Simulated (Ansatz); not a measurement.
**BN: zone-centre modes**

These are results of Ansatz, DFT PBE, scalar-relativistic, plane waves, PAW, not measurements. Cutoff 420 eV, 10×10×10 k-points (Γ-centred), fixed occupations. No spin polarisation. Phonons by linear response, acoustic sum rule imposed.

Relaxed structure:
```yaml
crystal:
  lattice:
    - [0.00000, 4.30371, 2.17546]
    - [1.25610, 0.00000, 2.17546]
    - [1.25610, 4.30371, 0.00000]
  atoms:
    - { symbol: B, position: [0.00002, 0.00002, 0.99998] }
    - { symbol: N, position: [0.66668, 0.66668, 0.33332] }
```

It was relaxed at this level from a Materials Project cell. No dispersion correction is applied, so modes and constants that involve weak contacts between layers, chains or molecules come out too soft.

Question: Is this structure stable against zone-centre distortions?

Answer: Yes, at Γ: no optical mode is imaginary. Strains and other wave vectors aren't tested by this run.

Question: List the optical modes at Γ without the LO field (i marks imaginary ones).

Answer:
| frequency (cm⁻¹) | degeneracy | IR intensity of the level ((D/Å)²/amu) |
| --- | --- | --- |
| 776 | 1 | 0.83 |
| 1342 | 1 | 27.87 |
| 1342 | 1 | 27.88 |
